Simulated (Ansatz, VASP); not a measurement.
**Si in VASP and in Ansatz**

INCAR

```
SYSTEM = Si
  ALGO = Normal
  EDIFF = 1E-7
  ENCUT = 520
  GGA = CA
  ISIF = 2
  ISMEAR = 0
  LASPH = .True.
  LCHARG = .False.
  LREAL = .False.
  LWAVE = .False.
  NBANDS = 11
  NELM = 60
  PREC = Accurate
  SIGMA = 0.05
```

Contents of KPOINTS:

```
k-points
0
Gamma
  12 12 12
  0 0 0
```

POSCAR

```
Si
1.0
    0.0000000000      2.7221319663      2.5310383022
    2.7221319663      0.0000000000      2.5310383022
    2.7221319663      2.7221319663      0.0000000000
Si
2
Direct
    0.5000000000      0.5000000000      0.5000000000
    0.7500000000      0.7500000000      0.7500000000
```

Input for Ansatz:

```yaml
crystal:
  lattice:
    - [0.0, 2.7221319663, 2.5310383022]
    - [2.7221319663, 0.0, 2.5310383022]
    - [2.7221319663, 2.7221319663, 0.0]
  atoms:
    - { symbol: Si, position: [0.5, 0.5, 0.5] }
    - { symbol: Si, position: [0.75, 0.75, 0.75] }
basis:
  ecutwfc: 420
kpoints:
  mp_grid: { grid: [12, 12, 12] }
hamiltonian:
  xc: lda
  pseudopotentials: { kind: paw, azcp: { folder: soft_1 } }
scf:
  occupations: { method: gaussian, width: 0.05 }
output:
  forces: true
  stress: true
  eigenvalues: true
```

Alike in both runs: task single point; functional LDA; k mesh 12 × 12 × 12; occupations gaussian, width 0.05 eV; no spin polarisation.

|  | VASP | Ansatz |
| --- | --- | --- |
| version | VASP 6.6.1 | Ansatz 0.2.0 |
| potentials or method | VASP PAW LDA potentials, release 64 (Si) | scalar-relativistic, plane waves, PAW |
| plane-wave cutoff (eV) | 520 | 420 |
| valence electrons in the cell | 8 | 8 |

Ansatz gave:

```
gap on the k mesh at the Fermi level (eV)       : none
pressure (GPa)                                  : 5.0
largest component of the traceless stress (GPa) : 3.87
```

Question: Which values does VASP return?

Answer: gap on the k mesh at the Fermi level (eV): none; pressure (GPa): 5.1; largest component of the traceless stress (GPa): 3.86.

A gap of «none» marks a metal or a gap that the smearing closes. Ansatz warned: «pseudo_functional_mismatch».
